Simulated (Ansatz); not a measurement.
# MoS2: how the settings move a relaxation

Aim: see which settings change the result for MoS2, by how much, and at what cost.

Program: Ansatz 0.2.0. Level of theory: reference: DFT, r2SCAN, PAW with Ansatz's default frozen-core files, scalar-relativistic; relaxation of cell and atoms. These are calculated values, not measurements.

## Step 1: The structure to begin with

It takes space group R3m (No. 160, trigonal). The conventional cell has a = 3.185 Å, b = 3.185 Å, c = 19.491 Å, α = 90.00°, β = 90.00°, γ = 120.00°. Mo (site symmetry 3m) is surrounded by 6 S at 2.41 Å. Around S (site symmetry 3m) lie 3 Mo at 2.41 Å.

As a file:

```
CELL_PARAMETERS angstrom
1.59257 0.91947 6.49702
-1.59257 0.91947 6.49702
0.00000 -1.83894 6.49702
ATOMIC_POSITIONS crystal
Mo 0.00011 0.00011 0.00011
S 0.25381 0.25381 0.25381
S 0.41309 0.41309 0.41309
```

## Step 2: Baseline

Contents of input.yaml:

```yaml
crystal:
  lattice:
    - [1.59256958684, 0.91947047966, 6.4970156307]
    - [-1.59256958684, 0.91947047966, 6.4970156307]
    - [0.0, -1.83894095933, 6.4970156307]
  atoms:
    - { symbol: Mo, position: [0.000105922396, 0.000105922396, 0.000105922396] }
    - { symbol: S, position: [0.253808372338, 0.253808372338, 0.253808372338] }
    - { symbol: S, position: [0.413085705266, 0.413085705266, 0.413085705266] }
kpoints:
  mp_grid: { grid: [8, 8, 8] }
scf:
  occupations: { method: fixed }
hamiltonian:
  xc: r2scan
  pseudopotentials: { kind: paw }
relax:
  f_tol: 0.002
  max_steps: 80
  cell: { p_target: 5 }
output:
  forces: true
  stress: true
```

Started as:

```bash
$ ansatz run input.yaml --threads 2 --pin off --max-ram 5120MiB --backend cpu --events-out ev --progress --plain --runs-dir out
```

From the output:

```text
[...]
Basis set: ecut = 500 eV, 1427 PW (Γ), FFT grids on a1−a3, a2−a3, a3, exchange–correlation on 96×96×200 points (64 copies of the dense FFT grid, shifted against one another)
[...]
k-points: 65 of 512 (time reversal used)
[...]
SCF iter   1: F=—  HF=-6782.114322 eV  |F-HF|=—  |Δ(HF+E_count)|=         —  Δρ=9.55e-3  dr2=5.82e-2  dr2_τ=5.03e-2  ethr=1.77e-3  ⟨swp⟩=5.0  Hψ=5157  notcnv=0  defer=109
preconditioner: auto → none  [insulator: Δε(μ)=1.350 eV  Ē_g=8.577 eV  n_scr=16 (ndim 8)  ℏωp=20.9 eV  f_vac=0.048  ε∞_Penn≈6.9]
SCF iter   2: F=—  HF=-6782.186106 eV  |F-HF|=—  |Δ(HF+E_count)|=   7.18e-2  Δρ=1.13e-2  dr2=2.05e-1  dr2_τ=1.33e-2  ethr=2.24e-4  ⟨swp⟩=3.0  Hψ=2555  notcnv=0  defer=128  recentre
[...]
relax step   1: F+E_penalty+E_count = -6782.16016719 eV  Δ(F+E_penalty+E_count) = +0.000e0 eV  max|allowed force component| = 3.379e-4 eV/Å  Δτ_max = 0.0000 Å  P = +0.005 GPa  Ω = 57.082 Å³  (8 SCF iters, dr2 threshold 1.00e-7 eV, accepted)
[...]
Basis set: ecut = 500 eV, 1283 PW (Γ), FFT grids on a1−a3, a2−a3, a3, exchange–correlation on 96×96×200 points (64 copies of the dense FFT grid, shifted against one another)
[...]
relax step   2: F+E_penalty+E_count = -6782.04602157 eV  Δ(F+E_penalty+E_count) = +1.141e-1 eV  max|allowed force component| = 1.960e-1 eV/Å  Δτ_max = 0.1161 Å  P = +6.764 GPa  Ω = 51.129 Å³  energy of the carried Pulay correction = +1.412e-3 eV  (8 SCF iters,
[...]
Basis set: ecut = 500 eV, 1287 PW (Γ), FFT grids on a1−a3, a2−a3, a3, exchange–correlation on 96×96×200 points (64 copies of the dense FFT grid, shifted against one another)
[...]
relax step   3: F+E_penalty+E_count = -6782.07792201 eV  Δ(F+E_penalty+E_count) = -3.190e-2 eV  max|allowed force component| = 2.024e-1 eV/Å  Δτ_max = 0.0443 Å  P = +4.849 GPa  Ω = 50.628 Å³  energy of the carried Pulay correction = +1.523e-3 eV  (8 SCF iters,
[...]
relax step   4: F+E_penalty+E_count = -6782.09211097 eV  Δ(F+E_penalty+E_count) = -1.419e-2 eV  max|allowed force component| = 1.920e-3 eV/Å  Δτ_max = 0.0120 Å  P = +4.787 GPa  Ω = 50.986 Å³  energy of the carried Pulay correction = +1.431e-3 eV  (6 SCF iters,
[...]
relax step   5: F+E_penalty+E_count = -6782.08553150 eV  Δ(F+E_penalty+E_count) = +6.579e-3 eV  max|allowed force component| = 3.323e-3 eV/Å  Δτ_max = 0.0052 Å  P = +5.083 GPa  Ω = 50.771 Å³  energy of the carried Pulay correction = +1.484e-3 eV  (6 SCF iters,
[...]
relax step   6: F+E_penalty+E_count = -6782.08757468 eV  Δ(F+E_penalty+E_count) = -2.043e-3 eV  max|allowed force component| = 3.737e-4 eV/Å  Δτ_max = 0.0017 Å  P = +5.002 GPa  Ω = 50.836 Å³  energy of the carried Pulay correction = +1.468e-3 eV  (6 SCF iters,
Basis set: ecut = 500 eV, 1287 PW (Γ), FFT grids on a1−a3, a2−a3, a3, exchange–correlation on 96×96×192 points (64 copies of the dense FFT grid, shifted against one another)
[...]
SCF iter   8: F=-6782.086280 eV  HF=-6782.086280 eV  |F-HF|=9.09e-13  |Δ(HF+E_count)|=  3.46e-11  Δρ=1.13e-7  dr2=4.44e-12  dr2_τ=6.39e-13  ethr=1.00e-12  ⟨swp⟩=6.2  Hψ=5151  notcnv=0
[...]
relax step   7: F+E_penalty+E_count = -6782.08627962 eV  Δ(F+E_penalty+E_count) = +1.295e-3 eV  max|allowed force component| = 6.215e-4 eV/Å  Δτ_max = 0.0000 Å  P = +4.995 GPa  Ω = 50.836 Å³  stress off target by 8.22e-3 GPa  SCF on the basis re-selected at th
[...]
SCF converged after 8 iterations
Free energy (F): -6782.086280 eV
[...]
E sigma→0 (E₀):  -6782.086280 eV
Fermi energy:    11.900955 eV
[...]
  P = ⅓ Tr σ = 4.9953 GPa (49.953 kbar)
--- Relaxed structure (6 steps of the walk, 6 accepted, 1 SCFs on fresh bases) ---
[...]
```

Wall time 42 s (2 threads of Arm Neoverse V1, shared host); peak memory 0.52 GiB.

## Step 3: Variant: eigensolver.kind davidson, basis.precision f64

input.yaml, as its differences from that of step 2:

```diff
@@ -13,2 +13,3 @@
   occupations: { method: fixed }
+  eigensolver: { kind: davidson }
 hamiltonian:
@@ -23 +24,3 @@
   stress: true
+basis:
+  precision: f64
```

Started as:

```bash
$ ansatz run input.yaml --threads 2 --pin off --max-ram 5120MiB --backend cpu --events-out ev --progress --plain --runs-dir out
```

Log, cut to the lines that bear on the results:

```text
[...]
Pseudopotentials: kind: paw
Pseudopotential: Mo, paw, valence charge 14, recommended cutoff 500 eV (meta_gga), Mo.paw.azcp
Pseudopotential: S, paw, valence charge 6, recommended cutoff 500 eV (meta_gga), S.paw.azcp
Functional definition: r2SCAN
[...]
davidson cushion auto → on  (no smearing: the cushion is to keep the highest requested band from converging to the state above it; pin scf.eigensolver.cushion to override)
Crystal: 3 atoms, lattice volume = 57.082 Å³
Basis set: ecut = 500 eV, 1427 PW (Γ), FFT grids on a1−a3, a2−a3, a3, exchange–correlation on 96×96×200 points (64 copies of the dense FFT grid, shifted against one another)
Bands: 17, of which v1, the nominal top of the filled ones, is band 13 counted from 1 (12 counted from 0)
Symmetry: 6 space group operations
Space group: R3m (ITA 160), of the structure as read, at distance tolerance 3.9e-5 Å
k-points: 65 of 512 (time reversal used)
[...]
SCF iter   1: F=—  HF=-6782.114330 eV  |F-HF|=—  |Δ(HF+E_count)|=         —  Δρ=9.51e-3  dr2=5.60e-2  dr2_τ=5.01e-2  ethr=1.77e-3  ⟨swp⟩=5.5  Hψ=4825  notcnv=0
[...]
relax step   1: F+E_penalty+E_count = -6782.16016718 eV  Δ(F+E_penalty+E_count) = +0.000e0 eV  max|allowed force component| = 3.154e-4 eV/Å  Δτ_max = 0.0000 Å  P = +0.005 GPa  Ω = 57.082 Å³  (8 SCF iters, dr2 threshold 1.00e-7 eV, accepted)
[...]
relax step   7: F+E_penalty+E_count = -6782.08628129 eV  Δ(F+E_penalty+E_count) = +1.295e-3 eV  max|allowed force component| = 6.024e-4 eV/Å  Δτ_max = 0.0000 Å  P = +4.995 GPa  Ω = 50.836 Å³  stress off target by 8.23e-3 GPa  SCF on the basis re-selected at this cell (its energy is not [...]
SCF converged after 8 iterations
Free energy (F): -6782.086281 eV
[...]
E sigma→0 (E₀):  -6782.086281 eV
Fermi energy:    11.900931 eV
[...]
--- Forces (eV/Å), atoms counted from 1 ---
  atom   1  Mo     0.00000000     0.00000000    -0.00036188
  atom   2  S      0.00000000    -0.00000000     0.00060185
  atom   3  S      0.00000000     0.00000000    -0.00024149
[...]
--- Stress (GPa, compression-positive) ---
        4.997084       0.000000       0.000000
        0.000000       4.997084       0.000000
        0.000000       0.000000       4.991774
  P = ⅓ Tr σ = 4.9953 GPa (49.953 kbar)
--- Relaxed structure (6 steps of the walk, 6 accepted, 1 SCFs on fresh bases) ---
  F+E_penalty+E_count = -6782.08628129 eV   max|allowed force component| = 6.024e-4 eV/Å   (the final SCF, on the basis selected at the relaxed cell)
  cell:  # Å, volume = 50.8360 Å³
    - [1.5746107871468156, 0.909101961826585, 5.918810779661429]
    - [-1.5746107871468156, 0.909101961826585, 5.918810779661429]
    - [1.5348489644052612e-18, -1.8182039236577237, 5.9188107796607285]
  atoms:
    - { symbol: Mo, position: [7.53667044348742e-5, 7.53667044348742e-5, 7.536670443487416e-5] }
    - { symbol: S, position: [0.2460271044519881, 0.2460271044519881, 0.2460271044519881] }
    - { symbol: S, position: [0.4208975288435771, 0.4208975288435771, 0.4208975288435772] }
```

It took 55 s on 2 threads of Arm Neoverse V1, shared host; peak memory 0.5 GiB.

Same state: the changed solver and arithmetic precision leaves the energy within 0.5 meV/atom. Cost: 49 SCF cycles against 50.

## Step 4: Comparison

| run | ending | energy change | pressure (GPa) | gap (eV) | force (eV/Å) | cycles | time |
| --- | --- | --- | --- | --- | --- | --- | --- |
| reference | converged | 0 | 5.0 | 0.92 | 0.00 | 50 | 42 s |
| 1: eigensolver.kind davidson, basis.precision f64 | converged | 0.0 meV/atom | 5.0 | 0.92 | 0.00 | 49 | 55 s |

The changed solver and arithmetic precision doesn't alter the result here (within 0.5 meV/atom). Cost: 49 SCF cycles against 50.
